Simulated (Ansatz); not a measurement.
**InPd: equation of state with r2SCAN**

The system is InPd.

```
In Pd
1.0
     3.27188    0.00000    0.00000
     0.00000    3.27188    0.00000
     0.00000    0.00000    3.27188
In Pd
1 1
Direct
  0.00000 0.00000 0.00000
  0.50000 0.50000 0.50000
```

The cell comes from a database or a generator and needn't be the stable form of this composition.

```
Program             : Ansatz 0.2.0
Task                : equation of state
Functional          : r2SCAN
Potentials or basis : Ansatz PAW
Cutoff              : 500 eV
Density cutoff      : 2000 eV
k mesh              : 8 × 8 × 8
Occupations         : fermi-dirac, width 0.05 eV
Spin                : no spin polarisation
```

```json
{
  "Equilibrium volume": "17.44 Å³/atom",
  "Bulk modulus": "133 GPa",
  "Pressure derivative of the bulk modulus": "5.4"
}
```

Energy against volume, from the lowest point:
```csv
volume (Å³/atom),energy (meV/atom)
16.462,25.44
16.813,9.90
17.163,1.72
17.513,0.00
17.863,4.02
18.214,13.01
18.564,26.40
```

All runs of the series together: 19 s on 2 threads of Arm Neoverse V1, with other jobs on the host.

Caveat: the PAW data sets were made with another functional, which shifts forces and pressure a little.
